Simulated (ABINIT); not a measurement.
# Bi (R-3m) in ABINIT: notebook

One crystal, Bi, is run at these levels: PBE; tasks: band structure.

All numbers are computed with ABINIT 10.8.3 (patched build); they aren't measurements. Logs are shortened: lines on timing, memory, paths and dates and some standing lists are left out, and cuts for length are marked. The log counts tension as positive stress, the text compression.

**1. The crystal as given**

Symmetry: R-3m, No. 166, trigonal system. Conventional cell: a = 4.535 Å, b = 4.535 Å, c = 11.814 Å, α = 90.00°, β = 90.00°, γ = 120.00°. Bi (site symmetry 3m) has 6 Bi at 3.06 to 3.52 Å as nearest neighbours.

**2. Band structure, PBE**

Input file run.abi:

```
ndtset 2

pp_dirpath "./"
pseudos "Bi.GGA_PBE-JTH.xml"

acell 3*1.0
rprim
     4.2849539876     2.4739193382     7.4417414788
    -4.2849539876     2.4739193382     7.4417414788
     0.0000000000    -4.9478386764     7.4417414788
ntypat 1
znucl 83
natom 2
typat 1 1
xred
     0.7660000000     0.7660000000     0.7660000000
     0.2340000000     0.2340000000     0.2340000000

ecut 22.0
pawecutdg 44.0
pawxcdev 0

ixc 11

occopt 3
tsmear 0.05 eV

nstep 100

iomode 3
prtwf 0
prteig 0
prtebands 0
enunit 1
prtden1 1
prtvha1 1
prtvclmb1 1
prtpot1 1

kptopt1 1
ngkpt1 6 6 6
nshiftk1 1
shiftk1 0.0 0.0 0.0
nband1 19
tolvrs1 1.0e-9

iscf2 -2
getden2 1
nband2 25
nbdbuf2 4
tolwfr2 1.0e-11
kptopt2 -2
ndivsm2 6
prteig2 1
prtvol2 -3
kptbounds2
     0.0000000000     0.0000000000     0.0000000000
     0.5000000000     0.0000000000     0.0000000000
     0.5000000000     0.2403434496    -0.2403434496
```

Potentials or basis: JTH PAW PBE v2.0.

On the command line:

```
> abinit run.abi > log 2>&1
```

run.abo:

```text
.Version 10.8.3 of ABINIT
 DATASET    1 : space group R-3 m (#166); Bravais hR (rhombohedral)
================================================================================
 Values of the parameters that define the memory need for DATASET  1.
     intxc =       0    ionmov =       0      iscf =      17    lmnmax =      18
     lnmax =       6     mgfft =      40  mpssoang =       3    mqgrid =    3001
     natom =       2  nloc_mem =       2    nspden =       1   nspinor =       1
    nsppol =       1      nsym =      12    n1xccc =       1    ntypat =       1
    occopt =       3   xclevel =       2
       mpw =        2354          nfft =       64000          nkpt =          32
 PAW method is used; the additional fine FFT grid is defined by:
   mgfftf=        54    nfftf =    157464
================================================================================
================================================================================

 DATASET    2 : space group R-3 m (#166); Bravais hR (rhombohedral)
================================================================================
 Values of the parameters that define the memory need for DATASET  2.
     intxc =       0    ionmov =       0      iscf =      -2    lmnmax =      18
     lnmax =       6     mgfft =      40  mpssoang =       3    mqgrid =    3001
     natom =       2  nloc_mem =       2    nspden =       1   nspinor =       1
    nsppol =       1      nsym =      12    n1xccc =       1    ntypat =       1
    occopt =       3   xclevel =       2
       mpw =        2348          nfft =       64000          nkpt =          15
 PAW method is used; the additional fine FFT grid is defined by:
   mgfftf=        54    nfftf =    157464
================================================================================
================================================================================

--------------------------------------------------------------------------------
------------- Echo of variables that govern the present computation ------------
--------------------------------------------------------------------------------
 -outvars: echo values of preprocessed input variables --------
            acell      1.0000000000E+00  1.0000000000E+00  1.0000000000E+00 Bohr
              amu      2.08980370E+02
             ecut      2.20000000E+01 Hartree
           enunit           1
           getden1          0
           getden2          1
             iscf1         17
             iscf2         -2
              ixc          11
           jdtset        1    2
           kptopt1          1
           kptopt2         -2
         kptrlatt        6    0    0      0    6    0      0    0    6
          kptrlen1     5.14194479E+01
          kptrlen2     3.00000000E+01
            natom           2
            nband1         19
            nband2         25
           nbdbuf1          0
           nbdbuf2          4
           ndtset           2
           ndivsm1          0
           ndivsm2          6
            ngfft          40      40      40
          ngfftdg          54      54      54
             nkpt1         32
             nkpt2         15
            nstep         100
             nsym          12
           ntypat           1
           occopt           3
        pawecutdg      4.40000000E+01 Hartree
         pawxcdev           0
        prtebands           0
           prteig1          0
           prteig2          1
           prtpot1          1
           prtpot2          0
         prtvclmb1          1
         prtvclmb2          0
           prtvha1          1
           prtvha2          0
           prtvol1          0
           prtvol2         -3
            prtwf           0
[... 238 lines left out ...]
 R(3)=  0.0000000 -4.9478387  7.4417415  G(3)=  0.0000000 -0.1347390  0.0447924
 Unit cell volume ucvol=  4.7332291E+02 bohr^3
 Angles (23,13,12)=  5.73042342E+01  5.73042342E+01  5.73042342E+01 degrees

 Coarse grid specifications (used for wave-functions):

 getcut: wavevector=  0.0000  0.0000  0.0000  ngfft=  40  40  40
         ecut(hartree)=     22.000   => boxcut(ratio)=   2.12012

 Fine grid specifications (used for densities):

 getcut: wavevector=  0.0000  0.0000  0.0000  ngfft=  54  54  54
         ecut(hartree)=     44.000   => boxcut(ratio)=   2.02415
--------------------------------------------------------------------------------

================================================================================
 Non-SCF case, kpt    1 (  0.00000  0.00000  0.00000), residuals and eigenvalues=
  2.70E-12  7.03E-12  4.71E-12  8.68E-12  2.31E-12  2.87E-12  8.59E-12  5.28E-12
  6.40E-12  4.62E-12  5.10E-12  9.22E-12  8.89E-12  8.50E-12  9.68E-12  9.34E-12
  3.29E-12  6.90E-12  4.07E-12  9.30E-12  7.88E-13  2.87E-12  5.77E-11  7.71E-12
  7.73E-11
 -6.0934E-01 -6.0934E-01 -6.0389E-01 -6.0389E-01 -6.0326E-01 -5.9701E-01
 -5.9658E-01 -5.9658E-01 -5.9184E-01 -5.9184E-01 -2.4866E-01 -4.0302E-02
  1.7916E-01  1.8858E-01  1.8858E-01  3.2557E-01  3.4281E-01  3.4281E-01
  4.4175E-01  4.4665E-01  4.4665E-01  4.5775E-01  4.6954E-01  5.2363E-01
  5.2363E-01
 Non-SCF case, kpt    2 (  0.06250  0.00000  0.00000), residuals and eigenvalues=
[... 125 lines left out ...]
 -5.9900E-01 -5.9815E-01 -5.9715E-01 -5.9389E-01 -1.5919E-01 -1.5005E-01
  8.2553E-02  9.8441E-02  2.1064E-01  2.6216E-01  4.1498E-01  4.1681E-01
  4.4936E-01  4.5406E-01  6.0091E-01  6.1178E-01  6.2874E-01  6.3760E-01
  7.2847E-01
 Non-SCF case, kpt   15 (  0.50000  0.24034 -0.24034), residuals and eigenvalues=
  6.86E-12  9.35E-12  3.84E-12  7.04E-12  7.45E-12  4.62E-12  8.02E-12  4.16E-12
  5.99E-12  5.50E-12  8.68E-12  2.44E-12  9.38E-13  8.86E-12  5.11E-12  5.36E-12
  4.16E-12  5.01E-12  5.35E-12  7.52E-12  8.18E-12  1.46E-11  1.74E-11  6.27E-11
  5.19E-05
 -6.0741E-01 -6.0449E-01 -6.0236E-01 -6.0226E-01 -6.0020E-01 -5.9955E-01
 -5.9852E-01 -5.9788E-01 -5.9689E-01 -5.9392E-01 -1.6514E-01 -1.4185E-01
  8.2614E-02  8.6013E-02  2.1824E-01  2.6245E-01  4.1749E-01  4.1791E-01
  4.5773E-01  4.6355E-01  6.1134E-01  6.1309E-01  6.2854E-01  6.4445E-01
  7.0721E-01

--- !ResultsGS
iteration_state: {dtset: 2, }
comment   : Summary of ground state results
lattice_vectors:
- [  4.2849540,   2.4739193,   7.4417415, ]
- [ -4.2849540,   2.4739193,   7.4417415, ]
- [  0.0000000,  -4.9478387,   7.4417415, ]
lattice_lengths: [   8.93648,    8.93648,    8.93648, ]
lattice_angles: [ 57.304,  57.304,  57.304, ] # degrees, (23, 13, 12)
lattice_volume:   4.7332291E+02
convergence: {deltae:  0.000E+00, res2:  0.000E+00, residm:  9.988E-12, diffor:  0.000E+00, }
etotal    :  -1.44309089E+02
entropy   :   0.00000000E+00
fermie    :   2.30922991E-01
cartesian_stress_tensor: null
pressure_GPa: null
xred      :
- [  7.6600E-01,   7.6600E-01,   7.6600E-01, Bi]
- [  2.3400E-01,   2.3400E-01,   2.3400E-01, Bi]
cartesian_forces: null
force_length_stats: {min: null, max: null, mean: null, }
...

 Integrated electronic density in atomic spheres:
 ------------------------------------------------
 Atom  Sphere_radius  Integrated_density
    1        2.41231         12.17428119
    2        2.41231         12.17428119

================================================================================

 ----iterations are completed or convergence reached----

 Mean square residual over all n,k,spin=   56.977E-13; max=  99.876E-13
 reduced coordinates (array xred) for    2 atoms
       0.766000000000      0.766000000000      0.766000000000
       0.234000000000      0.234000000000      0.234000000000

 cartesian coordinates (angstrom) at end:
    1     -0.00000000000000     0.00000000000000     9.04952399388954
    2     -0.00000000000000    -0.00000000000000     2.76447599813336
 length scales=  1.000000000000  1.000000000000  1.000000000000 bohr
              =  0.529177210544  0.529177210544  0.529177210544 angstroms
 Eigenvalues (   eV  ) for nkpt=  15  k points:
 kpt#   1, nband= 25, wtk=  1.00000, kpt=  0.0000  0.0000  0.0000 (reduced coord)
 -16.58093  -16.58093  -16.43259  -16.43259  -16.41543  -16.24539  -16.23366  -16.23366
 -16.10471  -16.10471   -6.76629   -1.09667    4.87517    5.13147    5.13147    8.85934
   9.32830    9.32830   12.02057   12.15410   12.15410   12.45604   12.77673   14.24872
  14.24872
 kpt#   2, nband= 25, wtk=  1.00000, kpt=  0.0625  0.0000  0.0000 (reduced coord)
 -16.57806  -16.57727  -16.43125  -16.43034  -16.41353  -16.24714  -16.23552  -16.23493
 -16.10882  -16.10778   -6.72935   -1.18513    4.89532    5.12825    5.13030    8.80939
   9.12314    9.23574   11.79267   11.95434   12.18342   12.82247   13.29778   14.46115
  14.51568
 kpt#   3, nband= 25, wtk=  1.00000, kpt=  0.1250  0.0000  0.0000 (reduced coord)
 -16.56966  -16.56644  -16.42753  -16.42374  -16.40772  -16.25267  -16.24107  -16.23837
 -16.12087  -16.11674   -6.61898   -1.43782    4.93660    5.12077    5.14374    8.54130
   8.76196    8.98338   11.46728   11.93395   12.31919   13.62244   14.18808   15.02153
  15.19793
 kpt#   4, nband= 25, wtk=  1.00000, kpt=  0.1875  0.0000  0.0000 (reduced coord)
 -16.55636  -16.54885  -16.42205  -16.41318  -16.39793  -16.26255  -16.25013  -16.24325
[... 44 lines left out ...]
 -16.52471  -16.41796  -16.37408  -16.36463  -16.36332  -16.32465  -16.29053  -16.28183
 -16.25746  -16.16474   -4.31560   -4.23015    2.49222    3.21268    5.51745    7.06768
  10.46052   10.87778   12.35174   12.61809   15.77781   15.91101   17.63635   17.87566
  20.33010
 kpt#  14, nband= 25, wtk=  1.00000, kpt=  0.5000  0.2003 -0.2003 (reduced coord)
 -16.52893  -16.43329  -16.38323  -16.37885  -16.34884  -16.30392  -16.29964  -16.27658
 -16.24935  -16.16069   -4.33174   -4.08312    2.24637    2.67872    5.73170    7.13367
  11.29211   11.34191   12.22774   12.35559   16.35164   16.64738   17.10896   17.35002
  19.82270
 kpt#  15, nband= 25, wtk=  1.00000, kpt=  0.5000  0.2403 -0.2403 (reduced coord)
 -16.52848  -16.44912  -16.39103  -16.38839  -16.33224  -16.31459  -16.28658  -16.26919
 -16.24218  -16.16130   -4.49366   -3.86000    2.24803    2.34053    5.93860    7.14154
  11.36053   11.37184   12.45554   12.61391   16.63538   16.68308   17.10332   17.53639
  19.24421

== END DATASET(S) ==============================================================
================================================================================

 -outvars: echo values of variables after computation  --------
            acell      1.0000000000E+00  1.0000000000E+00  1.0000000000E+00 Bohr
           etotal1    -1.4430908941E+02
            fcart1    -1.3184273433E-19  1.7148465288E-19 -2.4506834577E-03
                       1.3184273433E-19 -1.7148465288E-19  2.4506834577E-03
            rprim      4.2849539876E+00  2.4739193382E+00  7.4417414788E+00
                      -4.2849539876E+00  2.4739193382E+00  7.4417414788E+00
                       0.0000000000E+00 -4.9478386764E+00  7.4417414788E+00
           strten1    -7.1807131435E-05 -7.1807131399E-05 -7.5679841111E-05
                       0.0000000000E+00  0.0000000000E+00  0.0000000000E+00
           xangst     -6.9118748466E-17  3.1638029746E-17  9.0495239939E+00
                      -2.1876098812E-18 -4.8624024627E-17  2.7644759981E+00
             xred      7.6600000000E-01  7.6600000000E-01  7.6600000000E-01
                       2.3400000000E-01  2.3400000000E-01  2.3400000000E-01
 Calculation completed.
```

Wall time 66 s (1 thread of Arm Neoverse V2, shared host); peak memory 0.18 GiB.

Results:

```
Free energy                                           : -3926.8504 eV
Pressure                                              : 2.2 GPa
Largest force                                         : 0.126 eV/Å
Band gap on the k mesh                                : none (metal or under the smearing width)
Valence electrons inside the program's atomic spheres : Bi 12.17 (radii [1.2765] Å)
```

Forces in eV/Å, atoms in the order of the input:
```
Bi   0.000  0.000 -0.126
Bi   0.000  0.000  0.126
```

Levels at the corners of the path, in eV from the Fermi level:
```tsv
point	band 11	band 12	band 13	band 14	band 15	band 16	band 17	band 18	band 19	band 20
Γ	-13.05	-7.38	-1.41	-1.15	-1.15	2.58	3.04	3.04	5.74	5.87
L	-11.11	-10.47	-1.26	-1.11	-0.19	-0.18	0.61	1.10	7.60	8.56
B1	-10.78	-10.14	-4.04	-3.94	-0.35	0.86	5.08	5.09	6.17	6.33
```

Caveat: spin-orbit coupling is left out, which moves the levels of the heavy elements.

**3. Band structure, PBE, spin-orbit coupling, no magnetisation**

Changes to run.abi since step 2:

```diff
@@ -27,2 +27,6 @@
 
+nspinor 2
+nspden 1
+pawspnorb 1
+
 nstep 100
@@ -39,3 +43,3 @@
 
-kptopt1 1
+kptopt1 4
 ngkpt1 6 6 6
@@ -43,3 +47,3 @@
 shiftk1 0.0 0.0 0.0
-nband1 19
+nband1 38
 tolvrs1 1.0e-9
@@ -48,4 +52,4 @@
 getden2 1
-nband2 25
-nbdbuf2 4
+nband2 50
+nbdbuf2 8
 tolwfr2 1.0e-11
```

Potentials or basis: JTH PAW PBE v2.0.

On the command line:

```
> abinit run.abi > log 2>&1
```

Wall time 7.1 min (1 thread of Arm Neoverse V2, shared host); peak memory 0.29 GiB.

It converged, with:

```
Free energy                                           : -3928.5957 eV
Pressure                                              : 3.0 GPa
Largest force                                         : 0.105 eV/Å
Band gap on the k mesh                                : none (metal or under the smearing width)
Valence electrons inside the program's atomic spheres : Bi 12.22 (radii [1.2765] Å)
```

Forces in eV/Å, atoms in the order of the input:
```
Bi   0.000  0.000 -0.105
Bi   0.000  0.000  0.105
```

Stress tensor (GPa, compression positive):
```
3.10 0.00 0.00
0.00 3.10 0.00
0.00 0.00 2.90
```

Levels at the corners of the path, in eV from the Fermi level:
```tsv
point	band 28	band 29	band 30	band 31	band 32	band 33
Γ	-0.70	-0.49	-0.49	1.15	1.15	3.37
L	-1.77	-0.09	-0.09	-0.01	-0.01	0.83
B1	-4.08	-0.47	-0.47	0.74	0.74	4.79
```
